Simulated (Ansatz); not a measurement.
# SiC (Moissanite): the cost of one run

All numbers are computed with the Python package of Ansatz 0.2.0. Level of theory: DFT PBEsol, plane waves, PAW.

### Step 1. The system

Symmetry: P6_3mc, No. 186, hexagonal system. Conventional cell: a = 3.076 Å, b = 3.076 Å, c = 5.048 Å, α = 90.00°, β = 90.00°, γ = 120.00°. Si (site symmetry 3m) is surrounded by 4 C at 1.87 to 1.94 Å. C (site symmetry 3m) is surrounded by 4 Si at 1.87 to 1.94 Å.

No structure file is read: the coordinates are typed or built in the script.

### Step 2. The script

The input, run_dfpt.py:

```python
"""DFPT phonons of SiC."""

from pathlib import Path
import warnings

import ansatz as az
import numpy as np
from pymatgen.core import Lattice, Structure
from pymatgen.io.ase import AseAtomsAdaptor

SETTINGS = {
    "functional": "pbesol",
    "smearing": "fixed",
    "kgrid": (8, 8, 4),
}

warnings.simplefilter("ignore", az.DeckWarning)

pmg_structure = Structure(
    Lattice([(3.076, 0.0, 0.0), (-1.538, 2.663894, 0.0), (0.0, 0.0, 5.048)]),
    ["Si", "Si", "C", "C"],
    [
        (1 / 3, 2 / 3, 0.0),
        (2 / 3, 1 / 3, 0.5),
        (1 / 3, 2 / 3, 0.385),
        (2 / 3, 1 / 3, 0.885),
    ],
)
crystal = az.Crystal.from_ase(AseAtomsAdaptor.get_atoms(pmg_structure))

calculation = crystal.calculation()
calculation = calculation.functional(SETTINGS["functional"])
calculation = calculation.pseudopotentials("paw")
calculation = calculation.occupations(SETTINGS["smearing"]).kpoints(*SETTINGS["kgrid"])
calculation = calculation.phonons("dfpt", points=[(0, 0, 0), (0.5, 0.5, 0.5), (0.5, 0, 0.5)])
done = calculation.run(threads=1, backend="cpu", runs_dir="runs")
ph = done.phonons

for q in ph.qpoints:
    thz = np.asarray(q.omega_inv_cm) / 33.35641
    print("q = ({:.2f}, {:.2f}, {:.2f})".format(*q.q_frac), np.round(thz, 2) + 0.0, "THz")
```

### Step 3. The input behind the calls

The engine receives this input:

```yaml
crystal:
  lattice:
    - [3.076, 0.0, 0.0]
    - [-1.538, 2.663894, 0.0]
    - [0.0, 0.0, 5.048]
  atoms:
    - { symbol: Si, position: [0.3333333333333333, 0.6666666666666666, 0.0] }
    - { symbol: Si, position: [0.6666666666666666, 0.3333333333333333, 0.5] }
    - { symbol: C, position: [0.3333333333333333, 0.6666666666666666, 0.385] }
    - { symbol: C, position: [0.6666666666666666, 0.3333333333333333, 0.885] }
kpoints:
  mp_grid:
    grid: [8, 8, 4]
hamiltonian:
  xc: pbesol
  pseudopotentials:
    kind: paw
scf:
  occupations:
    method: fixed
phonons:
  method: dfpt
  qpoints:
    - [0.0, 0.0, 0.0]
    - [0.5, 0.5, 0.5]
    - [0.5, 0.0, 0.5]
```

### Step 4. Launch

Started as:

```console
> python run_dfpt.py
```

What time and memory should one allow on 1 thread of Intel Xeon 6975P-C (Granite Rapids), shared host?

About 27 s, with a peak of 0.68 GiB.
